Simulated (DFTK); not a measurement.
Crystal: CsPbCl3.

```
Pb Cs Cl
1.0
     5.60500    0.00000    0.00000
     0.00000    5.60500    0.00000
     0.00000    0.00000    5.60500
Pb Cs Cl
1 1 3
Direct
  0.50000 0.50000 0.50000
  0.00000 0.00000 0.00000
  0.50000 0.00000 0.50000
  0.00000 0.50000 0.50000
  0.50000 0.50000 0.00000
```

Base run:

| Quantity | Value |
| --- | --- |
| Program | DFTK 0.8.2 |
| Functional | PBE |
| Potentials or basis | dojo.nc.sr.pbe.v0_4_1.standard.upf (PBE) |
| Cutoff | 925 eV |
| k mesh | 5 × 5 × 5 |
| Occupations | fermi-dirac, width 0.05 eV |
| Spin | no spin polarisation |

Its results: band gap on the k mesh 2.96 eV, direct; pressure 1.8 GPa.

Question: The run is repeated on the same cell with these changes: functional from PBE to PBEsol; potentials or basis from dojo.nc.sr.pbe.v0_4_1.standard.upf (PBE) to dojo.nc.sr.pbesol.v0_4_1.standard.upf (PBEsol). What comes out?

Answer: Band gap on the k mesh 2.86 eV, direct; pressure 0.2 GPa.

Caveats: spin-orbit coupling is left out, which as a rule narrows the gap of such compounds by several tenths of an eV; an odd mesh through Γ misses points on the zone boundary, where band edges often lie.

Not every run made on this cell is shown here.
